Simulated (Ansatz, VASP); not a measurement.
One calculation of W, two programs

```xyz
1
Lattice="0.0000 2.0909 2.0604 2.0909 0.0000 2.0604 2.0909 2.0909 0.0000" Properties=species:S:1:pos:R:3 pbc="T T T"
W     0.0000    0.0000    0.0000
```

Change from the starting cell: strain +0.030 along x and y, +0.015 along z, atoms carried along.

Alike in both runs: task single point; functional PBEsol; k mesh 20 × 20 × 20; occupations gaussian, width 0.15 eV; no spin polarisation.

```csv
,VASP,Ansatz
version,VASP 6.6.1,Ansatz 0.2.0
potentials or method,"VASP PAW PBE potentials, release 64 (W_sv)","scalar-relativistic, plane waves, PAW"
plane-wave cutoff (eV),520,420
valence electrons in the cell,14,14
```

|  | VASP | Ansatz | Ansatz less VASP |
| --- | --- | --- | --- |
| gap on the k mesh at the Fermi level (eV) | none | none | - |
| pressure (GPa) | -27.9 | -28.2 | -0.28 |
| largest component of the traceless stress (GPa) | 2.94 | 2.93 | -0.006 |

A gap of «none» marks a metal or a gap that the smearing closes. With one functional, cell and mesh, what is left measures potentials, basis and numerics.

Caveats: so large a pressure means that the cell lies far from this level's equilibrium, or that cutoff or potentials fall short (VASP); the potentials were made for another functional, which shifts forces and pressure (VASP). The runs have no spin-orbit coupling, so splittings on W are missing.
